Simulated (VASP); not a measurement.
Wanted: the native input for a VASP 6.6.1 run.

```yaml
Task: relaxation of cell and atoms
Functional: BLYP
Potentials_or_basis: VASP PAW PBE potentials, release 64 (Ga_d, N)
Cutoff: 600 eV
k_mesh: 11 × 11 × 11
Occupations: fermi-dirac, width 0.05 eV
Spin: no spin polarisation
Further_INCAR_settings: ALGO = Fast; EDIFF = 1e-07; IBRION = 2; EDIFFG = -0.01; NSW = 40; ISIF = 3
```

The structure of GaN lies in POSCAR:

```
GaN
1.0
    0.0000000000      2.1352350000      2.1352350000
    2.1352350000      0.0000000000      2.1352350000
    2.1352350000      2.1352350000      0.0000000000
Ga N
1 1
Direct
    0.0000000000      0.0000000000      0.0000000000
    0.5000000000      0.5000000000      0.5000000000
```

Measurements of this composition are mostly on another form, of space group No. 186.

One way to write it, as run:

INCAR

```
PREC     = Accurate       # precision mode
ENCUT    = 600            # plane-wave cutoff, eV
EDIFF    = 1E-7           # SCF threshold, eV
ISMEAR   = -1             # smearing method
SIGMA    = 0.05           # smearing width, eV
LREAL    = F              # projectors in reciprocal space
LASPH    = T              # aspherical terms in the spheres
NELM     = 60             # most SCF steps
ALGO     = Fast           # electronic algorithm
ISIF     = 3              # what is computed and relaxed
LWAVE    = F              # write WAVECAR
LCHARG   = F              # write CHGCAR
GGA      = B5             # functional
ALDAX    = 1.0          
AGGAX    = 1.0          
AGGAC    = 1.0          
ALDAC    = 0.0          
IBRION   = 2              # ionic algorithm
NSW      = 40             # ionic steps
EDIFFG   = -0.01          # ionic threshold
```

KPOINTS

```
regular mesh
0
Gamma
  11 11 11
```

Potentials or basis: VASP PAW PBE potentials, release 64 (Ga_d, N).

The run is started by

```bash
$ cat potpaw_PBE.64/Ga_d/POTCAR potpaw_PBE.64/N/POTCAR > POTCAR
$ mpirun -np 1 vasp_std > vasp.out
```

It gave:

The relaxed volume is 10.17 Å³/atom, the relaxed cell is a = 3.064 Å, b = 3.064 Å, c = 3.064 Å, α = 60.00°, β = 60.00°, γ = 60.00° and the space group after relaxing (to 0.05 Å) is Fm-3m (No. 225). The energy gained by relaxing is 11.1 meV/atom, the ionic steps are 3 and the pressure after relaxing is 0.0 GPa. The band gap on the k mesh is 0.19 eV, indirect (least direct gap 1.92 eV).

Caveat: the PAW data sets were made with another functional, which shifts forces and pressure a little; an odd mesh through Γ misses points on the zone boundary, where band edges often lie.

It took 33 s on 1 thread of Intel(R) Xeon(R) 6975P-C (Granite Rapids), with other jobs on the host, peak memory 0.15 GiB.
